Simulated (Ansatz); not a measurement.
Runs of Ansatz 0.2.0 on CuO. Symmetry: Pm-3m, No. 221, cubic system. Conventional cell: a = 2.553 Å, b = 2.553 Å, c = 2.553 Å, α = 90.00°, β = 90.00°, γ = 90.00°. Cu (site symmetry m-3m) is surrounded by 8 O at 2.21 Å. O (site symmetry m-3m) has 8 Cu at 2.21 Å as nearest neighbours. Measurements of this composition are mostly on another form, of space group No. 15.

```csv
level,U,hubbard projectors,double counting,gap on the mesh (eV),pressure (GPa),relaxed volume (Å³/atom)
PBE+U,Cu d U = 8 eV,ortho-atomic (the default),fll (the default),none,0.0,(c)
PBE+U,Cu d U = 6 eV,ortho-atomic (the default),fll (the default),none,0.0,9.44
PBE+U,Cu d U = 1 eV,ortho-atomic (the default),fll (the default),none,0.0,9.18
PBE+U,Cu d U = 5 eV,ortho-atomic (the default),fll (the default),none,0.0,9.37
PBE,-,-,-,none,0.0,(a)
PBE+D3(BJ),-,-,-,none,0.0,8.87
PBE+U,Cu d U = 4 eV,ortho-atomic (the default),fll (the default),none,0.0,9.31
PBE+D3(BJ)-ATM,-,-,-,none,0.0,8.92
PBE+D4,-,-,-,none,0.0,(b)
PBE+U,Cu d U = 3 eV,ortho-atomic (the default),fll (the default),none,0.0,9.26
PBE+U,Cu d U = 2 eV,ortho-atomic (the default),fll (the default),none,0.0,9.22
```

Alike in all rows: task relaxation of cell and atoms; potentials or basis Ansatz PAW; no spin polarisation; cell relaxed; k mesh 10 × 10 × 10; cutoff (eV) 420; smearing fermi-dirac 0.05 eV.

Estimate the missing entries.

(a) 9.15; (b) 8.93; (c) 9.59.

Caveats: the plane-wave basis is chosen anew once the cell has moved, so the energies of steps on either side of that aren't comparable; an odd number of electrons without spin polarisation forces a metal; a magnetic or distorted state may lie lower; the run has no spin polarisation, though such a crystal can be magnetic; U without spin polarisation on a metal has little footing (some runs); semilocal functionals often make such compounds metallic where correlation or magnetic order opens a gap, which also shifts bond lengths (some runs); pairwise dispersion overbinds metals, which lowers pressure and volume (some runs).

A gap of «none» marks a metal or a gap under the smearing width.
